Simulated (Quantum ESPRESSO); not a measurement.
## LiF (Griceite): zone-centre phonons and dielectric response under several settings

```xyz
2
Lattice="0.0000 2.0140 2.0140 2.0140 0.0000 2.0140 2.0140 2.0140 0.0000" Properties=species:S:1:pos:R:3 pbc="T T T"
F     2.0140    2.0140    2.0140
Li    0.0000    0.0000    0.0000
```

All runs used Quantum ESPRESSO 7.5; k mesh 6 × 6 × 6, shifted; relaxed cell; no spin polarisation; occupations smeared at first, fixed for the response.

```csv
level,potentials,cutoff (eV),volume (Å³/atom),lowest optical mode without the field (cm⁻¹),highest mode with the field (cm⁻¹),ε∞ (mean),ε0 (mean),Born charge of atom 1 (e),sum of the Born charges (e)
PBE,SSSP 1.3 efficiency PBE,748,?,?,?,?,?,?,?
LDA,GBRV 1.5 LDA,612,7.48,343,669,2.11,8.0,-1.04,-0.01
```

Problem. What stands in the row left open?

Solution. Volume 8.40 Å³/atom; lowest optical mode without the field 270 cm⁻¹; highest mode with the field 620 cm⁻¹; ε∞ 2.04; ε0 10.8; Born charge of atom 1 -1.05 e; sum of the Born charges 0.00 e.
